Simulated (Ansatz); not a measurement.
System: wurtzite InN. Method: B3LYP (VWN-RPA form) in Ansatz (PAW).

Run with plane-wave cutoff 460 eV, 9×9×6 k mesh (along the axes of the cell as run), Fermi–Dirac smearing 0.01 eV, scalar-relativistic PAW data made under PBE.

Cell (relaxed at this level):

```cif
data_In2N2
_chemical_formula_sum 'In2 N2'
_space_group_name_H-M_alt 'P 1'
_space_group_IT_number 1
_cell_length_a 3.57481
_cell_length_b 3.57481
_cell_length_c 5.77910
_cell_angle_alpha 90.000
_cell_angle_beta 90.000
_cell_angle_gamma 120.000
loop_
_space_group_symop_operation_xyz
  'x, y, z'
loop_
_atom_site_label
_atom_site_type_symbol
_atom_site_fract_x
_atom_site_fract_y
_atom_site_fract_z
_atom_site_occupancy
In1 In 0.66667 0.33333 0.50013 1
In2 In 0.33333 0.66667 0.00013 1
N1 N 0.66667 0.33333 0.87887 1
N2 N 0.33333 0.66667 0.37887 1
```

Task: Give the computed band gap.

Result: 
- band gap: 0.86 eV (on the SCF k mesh)

Measured, for comparison: band gap 0.77 eV (zero-point shift of 0.07 eV (the table's estimate, ZP (est)) added back here, E0, Γ; inputs from arXiv:2302.06325).

Spin–orbit coupling is not included.

Computed values are for the static lattice.

It cost very roughly 30 core-minutes of CPU time.

Ansatz is a first-principles code.
